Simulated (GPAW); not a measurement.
Here is a GPAW 26.7.0 calculation.

Contents of run.py:

```python
import numpy as np
from ase import Atoms
from ase.dft.bandgap import bandgap
from ase.io import write
from gpaw import GPAW, PW
from gpaw.spinorbit import soc_eigenstates

atoms = Atoms(['In', 'P'],
              cell=[[0.0, 2.9305, 2.9305],
                    [2.9305, 0.0, 2.9305],
                    [2.9305, 2.9305, 0.0]],
              scaled_positions=[[0.0, 0.0, 0.0],
                                [0.75, 0.75, 0.75]],
              pbc=True)

calc = GPAW(mode=PW(600),
            xc={'name': 'optPBE-vdW', 'backend': 'libvdwxc'},
            kpts={'size': (6, 6, 6), 'gamma': True},
            occupations={'name': 'fermi-dirac', 'width': 0.05},
            nbands=18,
            convergence={'density': 1e-05, 'energy': 1e-05},
            maxiter=150,
            txt='gpaw.txt')
atoms.calc = calc
energy = atoms.get_potential_energy()
forces = atoms.get_forces()
calc.write('gs.gpw')
write('result.traj', atoms)
print(f'Energy: {energy:.6f} eV')
print('Forces (eV/A):')
print(forces.round(4))
print('Fermi level:', round(calc.get_fermi_level(), 4), 'eV')
print(f'Gap: {bandgap(calc)[0]:.4f} eV, direct: {bandgap(calc, direct=True)[0]:.4f} eV')

path = atoms.cell.bandpath('GXWKGLUWLK,UX', npoints=60, eps=1e-4)
bs_calc = calc.fixed_density(kpts=path, symmetry='off', nbands=30,
                             convergence={'bands': 'CBM+6.0', 'eigenstates': 1e-6}, txt='bands.txt')
bs = bs_calc.band_structure()
bs.write('bs.json')
print(f'Gap on the path: {bandgap(bs_calc)[0]:.4f} eV')

soc = soc_eigenstates(bs_calc, theta=54.7, phi=45)
np.savetxt('soc_bands.dat', soc.eigenvalues(), fmt='%.4f')
mesh = soc_eigenstates('gs.gpw', theta=54.7, phi=45)
np.savetxt('soc_mesh.dat', mesh.eigenvalues(), fmt='%.4f')
print('Fermi level with spin-orbit coupling:', round(mesh.fermi_level, 4), 'eV')
```

Potentials or basis: GPAW PAW data sets (gpaw-data 1.2.1), pw.

Command:

```console
$ OMP_NUM_THREADS=1 python run.py
```

(1) Predict the band gap along the path.

(2) Estimate the band gap on the k mesh.

Results:

(1) 0.69 eV, direct.

(2) 0.69 eV, direct.

Caveat: spin-orbit coupling was added after a scalar SCF, so levels and gaps hold it while energy, forces, pressure and moments don't; this program's spin-orbit splittings come out too wide for heavy elements; the PAW data sets were made with another functional, which shifts forces and pressure a little.

**Experimental background.**

A printed reference work, data compilation reports, for a bulk crystal of InP at 1.6 K: band gap 1.4236 eV (direct).

A measured gap of InP is 1.4236 eV (direct; 1.6 K; a printed reference work, data compilation); the calculated 0.69 eV misses it by -0.74 eV. The value is that of optPBE-vdW, without temperature or zero-point motion.
